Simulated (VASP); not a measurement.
# TePb (Fm-3m) in VASP: further runs

One crystal, TePb, is run at these levels: PBE; tasks: single point.

Program: VASP 6.6.1. These are calculated values, not measurements. Logs are shortened: lines on timing, memory, paths and dates and some standing lists are left out, and cuts for length are marked.

## 1. The crystal as given

It takes space group Fm-3m (No. 225, cubic). The conventional cell has a = 6.462 Å, b = 6.462 Å, c = 6.462 Å, α = 90.00°, β = 90.00°, γ = 90.00°. Around Pb (site symmetry m-3m) lie 6 Te at 3.23 Å. Around Te (site symmetry m-3m) lie 6 Pb at 3.23 Å.

## 2. Single point, PBE

INCAR reads:

```
SYSTEM = TePb
ADDGRID = .False.
ALGO = Normal
EDIFF = 1E-7
ENCUT = 520
GGA = PE
ISIF = 2
ISMEAR = 0
LASPH = .True.
LCHARG = .False.
LREAL = .False.
LWAVE = .False.
NELM = 100
PREC = Low
SIGMA = 0.05
```

KPOINTS reads:

```
k-points
0
Gamma
  9 9 9
  0 0 0
```

POSCAR reads:

```
TePb
1.0
    0.0000000000      3.2310000000      3.2310000000
    3.2310000000      0.0000000000      3.2310000000
    3.2310000000      3.2310000000      0.0000000000
Pb Te
1 1
Direct
   -0.0068530000      0.0005720000     -0.0056850000
    0.5279490000      0.4690950000      0.5208160000
```

Potentials or basis: VASP PAW PBE potentials, release 64 (Pb_d, Te).

Run with:

```sh
$ cat potpaw_PBE.64/Pb_d/POTCAR potpaw_PBE.64/Te/POTCAR > POTCAR
$ mpirun -np 1 vasp_std > vasp.out
```

OUTCAR:

```text
SYSTEM = TePb
   EDIFF = 1E-7
   ENCUT = 520
   GGA = PE
   ISIF = 2
   ISMEAR = 0
   LASPH = .True.
   LREAL = .False.
   NELM = 100
   PREC = Low

 Found    365 irreducible k-points:

 Following reciprocal coordinates:
            Coordinates               Weight
  0.000000  0.000000  0.000000      1.000000
  0.111111  0.000000  0.000000      2.000000
  0.000000  0.111111  0.000000      2.000000
  0.000000  0.000000  0.111111      2.000000
  0.111111  0.111111  0.111111      2.000000
  0.222222  0.000000  0.000000      2.000000
   k-points           NKPTS =    365   k-points in BZ     NKDIM =    365   number of bands    NBANDS=     14
   number of dos      NEDOS =    301   number of ions     NIONS =      2
   total plane-waves  NPLWV =  21952
   dimension x,y,z NGX =    28 NGY =   28 NGZ =   28
   dimension x,y,z NGXF=    28 NGYF=   28 NGZF=   28
   ions per type =               1   1
   NGX,Y,Z   is equivalent  to a cutoff of  10.19, 10.19, 10.19 a.u.
   NGXF,Y,Z  is equivalent  to a cutoff of  10.19, 10.19, 10.19 a.u.
 SYSTEM =  TePb
   PREC   = low       normal or accurate (medium, high low for compatibility)
   ISTART =      0    job   : 0-new  1-cont  2-samecut
   ICHARG =      2    charge: 1-file 2-atom 10-const
   ISPIN  =      1    spin polarized calculation?
   LNONCOLLINEAR =      F non collinear calculations
   LSORBIT =      F    spin-orbit coupling
   LASPH  =      T    aspherical Exc in radial PAW
   ENCUT  =  520.0 eV  38.22 Ry    6.18 a.u.   8.50  8.50  8.50*2*pi/ulx,y,z
   NELM   =    100;   NELMIN=  2; NELMDL= -5     # of ELM steps
   EDIFF  = 0.1E-06   stopping-criterion for ELM
   LREAL  =      F    real-space projection
   EDIFFG = 0.1E-05   stopping-criterion for IOM
   NSW    =      0    number of steps for IOM
   IBRION =     -1    ionic relax: 0-MD 1-quasi-New 2-CG
   NFREE  =      0    steps in history (QN), initial steepest desc. (CG)
   ISIF   =      2    stress and relaxation
   ISYM   =      2    0-nonsym 1-usesym 2-fastsym
   POTIM  = 0.5000    time-step for ionic-motion
   TEBEG  =    0.0;   TEEND  =   0.0 temperature during run
   PSTRESS=    0.0 pullay stress
   NELECT =      20.0000    total number of electrons
   NUPDOWN=      -1.0000    fix difference up-down
   EMIN   =  10.00;   EMAX   =-10.00  energy-range for DOS
   EFERMI =   0.00;   METHOD = LEGACY
   ISMEAR =     0;   SIGMA  =   0.05  broadening in eV -4-tet -1-fermi 0-gaus
   EFERMI_NEDOS =   21; number of points for ismear=-14 and -15
   IALGO  =     38    algorithm
   IMIX   =      4    mixing-type and parameters
     AMIX     =   0.40;   BMIX     =  1.00
     AMIX_MAG =   1.60;   BMIX_MAG =  1.00
  volume/ion in A,a.u.               =      33.73       227.62
  Fermi-wavevector in a.u.,A,eV,Ry     =   1.091619  2.062861 16.213147  1.191633
  Thomas-Fermi vector in A             =   2.227868
   LORBIT       =      0    0 simple, 1 ext, 2 COOP (PROOUT), +10 PAW based schemes
   GGA     = PE    functional components
   LHFCALC =     F    Hartree Fock is set to
   AEXX    =    0.0000 exact exchange contribution
   IVDW    =     0    specifies the selected vdW correction
   LEPSILON=     F    determine dielectric tensor
   LRPA    =     F    only Hartree local field effects (RPA)
 non-spin polarized calculation
 Gauss-broadening in eV      SIGMA  =   0.05
  energy-cutoff  :      520.00
  volume of cell :       67.46
 maximum number of plane-waves:      1853
   NGX = 17   NGY = 17   NGZ = 17

 number of electron      19.9999880 magnetization

 Free energy of the ion-electron system (eV)
  ---------------------------------------------------
  ext. energy  EPLUGINS =         0.00000000
  ---------------------------------------------------
  free energy    TOTEN  =        -7.48326037 eV

  energy without entropy =       -7.48326037  energy(sigma->0) =       -7.48326037

 E-fermi :   5.7691     XC(G=0):  -9.2917

 val. band max:        5.5077825183   @ k =   0.0000   0.0000   0.4444
 cond. band min:       6.5484144323   @ k =   0.0000   0.0000   0.4444
 fundamental gap:      1.0406319140
 Fermi energy:         5.7690532877

 k-point     1 :       0.0000    0.0000    0.0000
  band No.  band energies     occupation
      1     -11.0725      2.00000
      2     -11.0723      2.00000
      3     -11.0640      2.00000
      4     -11.0581      2.00000
      5     -11.0581      2.00000
      6      -6.4333      2.00000
      7       0.0649      2.00000
      8       4.2110      2.00000
      9       4.3052      2.00000
     10       4.3069      2.00000
     11       9.4987      0.00000
     12       9.5018      0.00000
     13       9.7759      0.00000
     14      11.4251      0.00000

 k-point     2 :       0.1111    0.0000    0.0000
  band No.  band energies     occupation
      1     -11.0740      2.00000
      2     -11.0739      2.00000
      3     -11.0629      2.00000
      4     -11.0571      2.00000
      5     -11.0564      2.00000
      6      -6.3279      2.00000
      7      -0.2873      2.00000
      8       4.2458      2.00000
      9       4.3326      2.00000
     10       4.4907      2.00000
     11       8.9333      0.00000
     12       9.0895      0.00000
     13       9.3245      0.00000
     14      11.2970      0.00000

 k-point     3 :       0.0000    0.1111    0.0000
  band No.  band energies     occupation
      1     -11.0740      2.00000
      2     -11.0739      2.00000
      3     -11.0629      2.00000
      4     -11.0572      2.00000
      5     -11.0563      2.00000
      6      -6.3277      2.00000
      7      -0.2887      2.00000
      8       4.2493      2.00000
      9       4.3333      2.00000
     10       4.4876      2.00000
     11       8.9330      0.00000
     12       9.0926      0.00000
     13       9.3270      0.00000
     14      11.2874      0.00000

 k-point     4 :       0.0000    0.0000    0.1111
  band No.  band energies     occupation
      1     -11.0741      2.00000
      2     -11.0739      2.00000
      3     -11.0628      2.00000
      4     -11.0572      2.00000
      5     -11.0564      2.00000
      6      -6.3273      2.00000
      7      -0.2907      2.00000
      8       4.2561      2.00000
      9       4.3314      2.00000
     10       4.4839      2.00000
     11       8.9339      0.00000
     12       9.0950      0.00000
     13       9.3304      0.00000
     14      11.2747      0.00000

 k-point     5 :       0.1111    0.1111    0.1111
  band No.  band energies     occupation
      1     -11.0740      2.00000
      2     -11.0738      2.00000
      3     -11.0629      2.00000
      4     -11.0572      2.00000
      5     -11.0564      2.00000
      6      -6.3275      2.00000
      7      -0.2894      2.00000
      8       4.2513      2.00000
      9       4.3330      2.00000
     10       4.4862      2.00000
     11       8.9332      0.00000
     12       9.0936      0.00000
     13       9.3281      0.00000
     14      11.2830      0.00000

 k-point     6 :       0.2222    0.0000    0.0000
  band No.  band energies     occupation
      1     -11.0788      2.00000
      2     -11.0779      2.00000
      3     -11.0607      2.00000
      4     -11.0535      2.00000
      5     -11.0514      2.00000
      6      -6.0223      2.00000
      7      -1.1140      2.00000
      8       4.3241      2.00000
      9       4.4188      2.00000
     10       4.8694      2.00000
     11       7.9593      0.00000
     12       8.2550      0.00000
     13       8.4445      0.00000
     14      11.4260      0.00000

 [... further k-points ...]

------------------------ aborting loop because EDIFF is reached ----------------------------------------

  FORCE on cell =-STRESS in cart. coord.  units (eV):
  Direction    XX          YY          ZZ          XY          YZ          ZX
  --------------------------------------------------------------------------------------
  -------------------------------------------------------------------------------------
  Total        0.8719728      1.5253787      0.8697577     -0.0092807      0.0031532      0.0002720
  in kB       20.7096458     36.2282528     20.6570355     -0.2204186      0.0748884      0.0064598
  external PRESSURE =      25.8649781 kB  Pullay stress =       0.0000000 kB

 VOLUME and BASIS-vectors are now :
 -----------------------------------------------------------------------------
  energy-cutoff  :      520.00
  volume of cell :       67.46
      direct lattice vectors                 reciprocal lattice vectors
     0.000000000  3.231000000  3.231000000    -0.154750851  0.154750851  0.154750851
     3.231000000  0.000000000  3.231000000     0.154750851 -0.154750851  0.154750851
     3.231000000  3.231000000  0.000000000     0.154750851  0.154750851 -0.154750851

 POSITION                                       TOTAL-FORCE (eV/Angst)
 -----------------------------------------------------------------------------------
      3.21448      6.42149      3.21071        -0.015953      0.244038      0.009071
      3.19840      3.38856      3.22145         0.015953     -0.244038     -0.009071
 -----------------------------------------------------------------------------------
    total drift:                               -0.002906     -0.003474     -0.002702

  FREE ENERGIE OF THE ION-ELECTRON SYSTEM (eV)
  ---------------------------------------------------
  free  energy   TOTEN  =        -7.4832603695 eV

  energy  without entropy=       -7.4832603695  energy(sigma->0) =       -7.48326037
```

Run time: 2.6 min. Hardware: 1 thread of Intel Xeon Platinum 8488C (Sapphire Rapids), shared host; peak memory 0.44 GiB.

These settings aren't checked as converged: the numbers below hold their error.

What came out:

| Item | Value |
| --- | --- |
| Free energy | -7.4833 eV |
| Pressure | 2.6 GPa |
| Largest force | 0.245 eV/Å |
| Band gap on the k mesh | 1.04 eV, direct |

Caveat: spin-orbit coupling is left out, which as a rule narrows the gap of such compounds by several tenths of an eV; an odd mesh through Γ misses points on the zone boundary, where band edges often lie.

## 3. Single point, PBE

INCAR: that of step 2 with these lines changed.

```diff
@@ -13,3 +13,3 @@
 NELM = 100
-PREC = Low
+PREC = Normal
 SIGMA = 0.05
```

KPOINTS is that of step 2.

POSCAR reads:

```
TePb
1.0
    0.0000000000      3.2310000000      3.2310000000
    3.2310000000      0.0000000000      3.2310000000
    3.2310000000      3.2310000000      0.0000000000
Pb Te
1 1
Direct
    0.0000000000      0.0000000000      0.0000000000
    0.5000000000      0.5000000000      0.5000000000
```

Potentials or basis: VASP PAW PBE potentials, release 64 (Pb_d, Te).

Run with:

```sh
$ cat potpaw_PBE.64/Pb_d/POTCAR potpaw_PBE.64/Te/POTCAR > POTCAR
$ mpirun -np 1 vasp_std > vasp.out
```

Run time: 27 s. Hardware: 1 thread of Intel Xeon Platinum 8488C (Sapphire Rapids), shared host; peak memory 0.18 GiB.

These settings aren't checked as converged: the numbers below hold their error.

What came out:

| Property | Result |
| --- | --- |
| Free energy | -7.5018 eV |
| Pressure | 2.1 GPa |

Caveat: this odd mesh misses L, where the gap lies, so gap, dielectric constants and Born charges aren't listed.

## 4. Single point, PBE

INCAR is that of step 3.

KPOINTS is that of step 3.

POSCAR reads:

```
TePb
1.0
    0.0000000000      3.2310000000      3.2310000000
    3.2310000000      0.0000000000      3.2310000000
    3.2310000000      3.2310000000      0.0000000000
Pb Te
1 1
Direct
   -0.0068530000      0.0005720000     -0.0056850000
    0.5279490000      0.4690950000      0.5208160000
```

Run with:

```sh
$ cat potpaw_PBE.64/Pb_d/POTCAR potpaw_PBE.64/Te/POTCAR > POTCAR
$ mpirun -np 1 vasp_std > vasp.out
```

Run time: 2.6 min. Hardware: 1 thread of Intel Xeon Platinum 8488C (Sapphire Rapids), shared host; peak memory 0.47 GiB.

These settings aren't checked as converged: the numbers below hold their error.

Results:

```
Free energy            : -7.4828 eV
Pressure               : 2.6 GPa
Largest force          : 0.247 eV/Å
Band gap on the k mesh : 1.04 eV, direct
```

Caveat: spin-orbit coupling is left out, which as a rule narrows the gap of such compounds by several tenths of an eV; an odd mesh through Γ misses points on the zone boundary, where band edges often lie.

## 5. Single point, PBE

INCAR: that of step 4 with these lines changed.

```diff
@@ -10,6 +10,6 @@
 LCHARG = .False.
-LREAL = .False.
+LREAL = Auto
 LWAVE = .False.
 NELM = 100
-PREC = Normal
+PREC = Accurate
 SIGMA = 0.05
```

KPOINTS is that of step 4.

POSCAR reads:

```
TePb
1.0
    0.0000000000      3.2310000000      3.2310000000
    3.2310000000      0.0000000000      3.2310000000
    3.2310000000      3.2310000000      0.0000000000
Pb Te
1 1
Direct
    0.0000000000      0.0000000000      0.0000000000
    0.5000000000      0.5000000000      0.5000000000
```

Run with:

```sh
$ cat potpaw_PBE.64/Pb_d/POTCAR potpaw_PBE.64/Te/POTCAR > POTCAR
$ mpirun -np 1 vasp_std > vasp.out
```

Run time: 40 s. Hardware: 1 thread of Intel Xeon Platinum 8488C (Sapphire Rapids), shared host; peak memory 0.21 GiB.

These settings aren't checked as converged: the numbers below hold their error.

What came out:

```yaml
Free_energy: -7.5028 eV
Pressure: 2.1 GPa
```

Caveat: this odd mesh misses L, where the gap lies, so gap, dielectric constants and Born charges aren't listed.

## 6. For comparison

An earlier run on the cell as given: functional PBEsol; potentials or basis VASP PAW PBE potentials, release 64 (Pb_d, Te); cutoff 520 eV; k mesh 7 × 7 × 7; occupations fermi-dirac, width 0.05 eV; no spin polarisation.

* Pressure: -0.4 GPa
